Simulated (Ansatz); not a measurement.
TePb under changes of volume

One of the cells (33.730 Å³/atom); the others are scaled copies at fixed shape and fractional positions:

```xyz
2
Lattice="0.0000 3.2310 3.2310 3.2310 0.0000 3.2310 3.2310 3.2310 0.0000" Properties=species:S:1:pos:R:3 pbc="T T T"
Pb    0.0000    0.0000    0.0000
Te    3.2310    3.2310    3.2310
```

| Property | Result |
| --- | --- |
| Program | Ansatz 0.2.0 |
| Functional | BHLYP |
| Potentials or basis | Ansatz PAW |
| Cutoff | 420 eV (not typed: the program's choice for these potentials) |
| k mesh | 4 × 4 × 4 |
| Occupations | fermi-dirac, width 0.05 eV |
| Spin | no spin polarisation |

```csv
volume (Å³/atom),energy over the lowest point (meV/atom),pressure (GPa),gap on the mesh (eV)
31.706,?,?,?
32.380,67.61,6.1,2.80
33.055,44.78,4.8,2.87
33.730,27.09,3.6,2.92
34.404,14.02,2.6,2.97
35.079,5.11,1.6,3.02
35.753,0.00,0.8,3.06
```

What does the run at 31.706 Å³/atom give?

Energy over the lowest point 96.14 meV/atom; pressure 7.5 GPa; gap on the mesh 2.74 eV.

Worked out: A Birch-Murnaghan fit of order 3 (a polynomial in V^(-2/3)) to the other rows has its minimum at 36.45 Å³/atom, just outside them, with B0 = V·E''(V) = 40 GPa and B' = 4.3. It gives 96.05 meV/atom at 31.706 Å³/atom, against the run's 96.14, and -dE/dV = 7.5 GPa, against 7.5. A parabola through the other rows of the gap, of slope 3.38 eV per unit of ln V (its deformation potential) there, extrapolates to 2.73 eV, against the run's 2.74.

Energies are extrapolated to zero smearing.

Caveats: some runs use coarse meshes; spin-orbit coupling is left out, which as a rule narrows the gap of such compounds by several tenths of an eV; the PAW data sets come from PBE, with cores solved anew for the run's functional, which leaves a small shift of forces and pressure; the thresholds are loose for stress.

A mesh can miss the band edges.
